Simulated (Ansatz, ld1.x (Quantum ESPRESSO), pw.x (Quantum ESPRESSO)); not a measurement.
# What a changed setting does to a pw.x run (diamond Tl)

Potential: norm-conserving Troullier–Martins (Kleinman–Bylander form), ld1.x (Quantum ESPRESSO) 7.5, PBE; core [Xe] 4f14, reference 5d10 6s2 6p1; waves: 6p (bound): rc 2.90 bohr; 5d (bound): rc 1.25 bohr; 6s (bound): rc 1.75 bohr; local part: the s channel; core correction: Bessel-smoothed model core, default radius (core density twice the valence density).

The reference run (k-mesh 8³, cutoffs 120/480 Ry, Fermi–Dirac 0.01 Ry, mixing_beta 0.4, conv_thr 1e-9, no spin) gives 0.11 GPa at 45.509 Å³/atom, where all-electron LAPW gives -0.01 GPa. This run, with its own iteration cap, changes smearing to mp.

```
&control
  calculation='scf', prefix='x', pseudo_dir='./', outdir='./tmp', tstress=.true., disk_io='none'
/
&system
  ibrav=0, nat=2, ntyp=1, ecutwfc=120, ecutrho=480, nbnd=22,
  occupations='smearing', smearing='mp', degauss=0.01
/
&electrons
  conv_thr=1e-09, mixing_beta=0.4, electron_maxstep=60
/
ATOMIC_SPECIES
Tl 1.0 Tl.UPF
CELL_PARAMETERS angstrom
  0.00000000 3.57025386 3.57025386
  3.57025386 0.00000000 3.57025386
  3.57025386 3.57025386 0.00000000
ATOMIC_POSITIONS crystal
Tl 0.0000 0.0000 0.0000
Tl 0.2500 0.2500 0.2500
K_POINTS automatic
8 8 8 0 0 0
```

```bash
pw.x < Tl.scf.in > Tl.scf.out
```

**Question.** How does the run end?

**Answer.** It converges in 8 iterations; the free energy moves by +31.0 meV/atom and the pressure by -0.12 GPa. This scheme is built to cancel the term in the square of the width that Fermi–Dirac smearing leaves in the F of a metal.

```
Message from routine setup:
     using ibrav=0 with symmetry is DISCOURAGED, use correct ibrav instead
     lattice parameter (alat)  =       9.5414  a.u.
     unit-cell volume          =     614.2199 (a.u.)^3
     number of electrons       =        26.00
     number of Kohn-Sham states=           22
     kinetic-energy cutoff     =     120.0000  Ry
     charge density cutoff     =     480.0000  Ry
     scf convergence threshold =      1.0E-09
     Exchange-correlation= PBE
     number of k points=    29  Methfessel-Paxton smearing, width (Ry)=  0.0100
     iteration #  1     ecut=   120.00 Ry     beta= 0.40
     total energy              =    -306.05025543 Ry
     estimated scf accuracy    <       0.00751229 Ry
     iteration #  2     ecut=   120.00 Ry     beta= 0.40
     total energy              =    -306.05102200 Ry
     estimated scf accuracy    <       0.00095345 Ry
     iteration #  3     ecut=   120.00 Ry     beta= 0.40
     total energy              =    -306.05116747 Ry
     estimated scf accuracy    <       0.00014542 Ry
     [... 2 iterations left out ...]
     iteration #  6     ecut=   120.00 Ry     beta= 0.40
     total energy              =    -306.05117519 Ry
     estimated scf accuracy    <          4.0E-09 Ry
     iteration #  7     ecut=   120.00 Ry     beta= 0.40
     total energy              =    -306.05117519 Ry
     estimated scf accuracy    <          2.5E-09 Ry
     iteration #  8     ecut=   120.00 Ry     beta= 0.40
     the Fermi energy is     5.2413 ev
!    total energy              =    -306.05117519 Ry
     estimated scf accuracy    <          3.3E-11 Ry
     smearing contrib. (-TS)   =      -0.00014169 Ry
     The total energy is F=E-TS. E is the sum of the following terms:
     one-electron contribution =     -95.38731580 Ry
     hartree contribution      =      64.95452039 Ry
     xc contribution           =    -140.68484733 Ry
     ewald contribution        =    -134.93339077 Ry
     convergence has been achieved in   8 iterations
          total   stress  (Ry/bohr**3)                   (kbar)     P=       -0.12
     Message from routine punch:
     Nothing written, as per user request (disk_io='none')
```

The run took about 91 s on one core of a shared host (Intel(R) Xeon(R) 6975P-C, 192 threads, 1512 GiB, load 92).
